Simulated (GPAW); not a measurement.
# Si: G0W0 quasiparticle levels with LDA

The system is Si.

```xyz
2
Lattice="0.0000 2.7219 2.7219 2.7219 0.0000 2.7219 2.7219 2.7219 0.0000" Properties=species:S:1:pos:R:3 pbc="T T T"
Si    2.7219    2.7219    2.7219
Si    4.0828    4.0828    4.0828
```

| Property | Result |
| --- | --- |
| Program | GPAW 26.7.0 |
| Task | G0W0 quasiparticle levels |
| Functional | LDA |
| Potentials or basis | the program's PAW data sets (release 1.2.1) made for this functional |
| Cutoff | 400 eV |
| Basis | pw |
| k mesh | 5 × 5 × 5 |
| Occupations | fermi-dirac, width 0.001 eV |
| Spin | no spin polarisation |
| Response ecut | 100 eV |
| Frequency | ppa |
| Extrapolate | yes |
| Qp bands | 2 |
| Maxiter | 150 |
| Integrate gamma | WS |
| Vertex | none |
| All k | no |
| Response bands | 91 |

The band gap on the k mesh, mean-field level is 0.48 eV, indirect (least direct gap 2.52 eV) and the quasiparticle gap is 1.07 eV. The least direct quasiparticle gap is 3.20 eV.

Levels at points of the mesh, in eV from the valence-band top:
| k point | band 2 | band 3 | band 4 | band 5 | band 6 | band 7 |
| --- | --- | --- | --- | --- | --- | --- |
| (0.00, 0.00, 0.00) | 0.00 | 0.00 | 0.00 | 2.52 | 2.52 | 2.52 |

Wall time 4.6 min on 1 thread of Intel(R) Xeon(R) Processor @ 2.50GHz (Skylake/Cascade Lake) (shared host), peak memory 0.26 GiB.

Caveat: the k mesh is coarse; the quasiparticle gap is taken among the few k points that were corrected; the long-wavelength limit can be off by a per cent or two; an odd mesh through Γ misses points on the zone boundary, where band edges often lie.
